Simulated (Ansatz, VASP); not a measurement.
P in VASP and in Ansatz

```
P
1.0
     1.71414    0.98966    3.10867
    -1.71414    0.98966    3.10867
     0.00000   -1.97932    3.10867
P
2
Direct
  0.77292 0.77292 0.77292
  0.22708 0.22708 0.22708
```

Change from the starting cell: volume scaled by 0.98.

Alike in both runs: task single point; functional PBE; k mesh 9 × 9 × 9; occupations fermi-dirac, width 0.05 eV; no spin polarisation.

|  | VASP | Ansatz |
| --- | --- | --- |
| version | VASP 6.6.1 | Ansatz 0.2.0 |
| potentials or method | VASP PAW PBE potentials, release 64 (P), cutoff 520 eV | all-electron LAPW, scalar-relativistic |

VASP gave:

* gap on the k mesh at the Fermi level (eV): none
* pressure (GPa): 3.3
* largest component of the traceless stress (GPa): 1.27
* rms of the force components (eV/Å): 0.181

Problem. What did Ansatz give for the same quantities?

Solution. gap on the k mesh at the Fermi level (eV): none; pressure (GPa): 3.7; largest component of the traceless stress (GPa): 1.43; rms of the force components (eV/Å): 0.205.

Atom by atom the forces differ by 0.024 eV/Å (rms over components). A gap of «none» marks a metal or a gap that the smearing closes. Ansatz ran all-electron here, so the differences hold the error of VASP's frozen core and of both bases.
